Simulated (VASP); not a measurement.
Runs of VASP 6.6.1 on H. It takes space group Cmce (No. 64, orthorhombic). Conventional cell: a = 5.247 Å, b = 5.134 Å, c = 4.142 Å, α = 90.00°, β = 90.00°, γ = 90.00°. Around H (site symmetry m) lie 1 H at 0.74 Å. 

```tsv
level	cell	k mesh	smearing	gap on the mesh (eV)	pressure (GPa)	largest force (eV/Å)
PBE	one atom moved	6 × 6 × 6	gaussian 0.02 eV	(d)	2.9	4.48
r2SCAN	functional r2SCAN, strained and moved within the space group	6 × 6 × 6	gaussian 0.02 eV	10.09	-0.1	0.06
PBE	all atoms moved at random, cell strained at random	6 × 6 × 6	gaussian 0.02 eV	4.73	(c)	4.51
PBE	strained and moved within a subgroup	6 × 6 × 6	gaussian 0.02 eV	8.70	-2.2	1.59
PBEsol	functional PBEsol, strained and moved within the space group	6 × 6 × 6	gaussian 0.02 eV	9.22	2.1	1.49
PBE	as given	6 × 6 × 4	gaussian 0.1 eV	(b)	0.3	(a)
```

Alike in all rows: task single point; potentials or basis VASP PAW PBE potentials, release 64 (H); no spin polarisation; cutoff (eV) 520.

**Question.** Estimate the missing entries.

**Answer.** (a) 0.26; (b) 9.27; (c) -5.2; (d) 9.51.

Caveats: forces of over 1 eV/Å show positions far from the minimum, so gaps and moduli don't describe the material at rest (some runs); the PAW data sets were made with another functional, which shifts forces and pressure a little (some runs).

A k mesh can miss the band edges.
